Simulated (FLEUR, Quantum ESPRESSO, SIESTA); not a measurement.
One calculation of CaO, 3 ways

```
Ca O
1.0
     0.00000    2.40356    2.40356
     2.40356    0.00000    2.40356
     2.40356    2.40356    0.00000
Ca O
1 1
Direct
  0.00000 0.00000 0.00000
  0.50000 0.50000 0.50000
```

The cell is a database's computed one, not the measured one.

Alike in all runs: task band structure; functional AM05; k mesh 10 × 10 × 10; occupations fermi-dirac, width 0.05 eV; no spin polarisation; no spin-orbit coupling. Pressure is positive in compression and, in plane waves, holds the error of the finite cutoff. Gaps are the smaller of the mesh's and the band path's.

```
                                                                                                           program and potentials  plane-wave cutoff (eV)                                     notes  band gap (eV)  pressure (GPa)
                                                                                                       FLEUR, all-electron, FLAPW                       -                                         -           3.60               -
SIESTA, files PseudoDojo sr-pbesol-0.4.1-standard, DZP (energy shift 0.003 Ry; two zetas on semicore shells; d shell added on Ca)                       -  atomic basis; potentials made for PBEsol           3.58           -1.31
                                                                                                   Quantum ESPRESSO, SG15 PBE 1.2                    1197                   potentials made for PBE           3.58           -1.27
```

The band gap spans 3.58 (SIESTA, files PseudoDojo sr-pbesol-0.4.1-standard, DZP (energy shift 0.003 Ry; two zetas on semicore shells; d shell added on Ca)) to 3.60 eV (FLEUR, all-electron, FLAPW), with all-electron results at 3.60. The pressure spans -1.31 (SIESTA, files PseudoDojo sr-pbesol-0.4.1-standard, DZP (energy shift 0.003 Ry; two zetas on semicore shells; d shell added on Ca)) to -1.27 GPa (Quantum ESPRESSO, SG15 PBE 1.2). Rows in atomic bases carry the error of their basis and grid, which can be large.

The functional is the same throughout but for its coding, so the spread measures potentials, basis and numerics; runs on potential files found faulty are left out.
